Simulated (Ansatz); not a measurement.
Input and command of a calculation in Ansatz (plane waves; scalar-relativistic PAW potentials unless the input names others):

```yaml
crystal:
  lattice:
    - [3.561403684, 0.0, 0.0]
    - [-1.780701842, 3.0842660635, 0.0]
    - [0.0, 0.0, 22.7673287331]
  atoms:
    - { symbol: Tl, position: [0.0, 0.0, -0.0013507011] }
    - { symbol: Tl, position: [0.3333333333, 0.6666666667, 0.1233016984] }
    - { symbol: Tl, position: [0.6666666667, 0.3333333333, 0.251352393] }
    - { symbol: Tl, position: [0.0, 0.0, 0.375] }
    - { symbol: Tl, position: [0.6666666667, 0.3333333333, 0.498647607] }
    - { symbol: Tl, position: [0.3333333333, 0.6666666667, 0.6266983016] }
    - { symbol: Tl, position: [0.0, 0.0, 0.7513507011] }
    - { symbol: Tl, position: [0.3333333333, 0.6666666667, 0.875] }
basis:
  ecutwfc: "400 K"
kpoints:
  mp_grid: { grid: [15, 15, 2] }
hamiltonian:
  xc: pbe
scf:
  occupations: { method: gaussian, width: 0.1 }
  max_iter: 100
output:
  forces: true
  eigenvalues: true
  stress: true
```

```bash
ansatz run input.yaml --threads 1 --pin off --max-ram 2560MiB --backend cpu --events-out ev --progress --plain --runs-dir out
```

Q: What will the program do with this input?

A: The program refuses it, because of a cutoff in the wrong unit (basis.ecutwfc: 420 → "400 K"). With the sound run's settings it is accepted.

Abridged log:
```
Error: inconsistent input (basis.ecutwfc, kpoints): the smallest per-k basis holds n_pw = 0 plane waves (k-point 1, counted from 0 among those solved) but the deck needs at least 53 band(s) per channel, and no run solves more bands than the smallest per-k basis has plane waves; raise basis.ecutwfc until the smallest per-k basis, which caps the automatic band count, holds at least 53 plane waves
```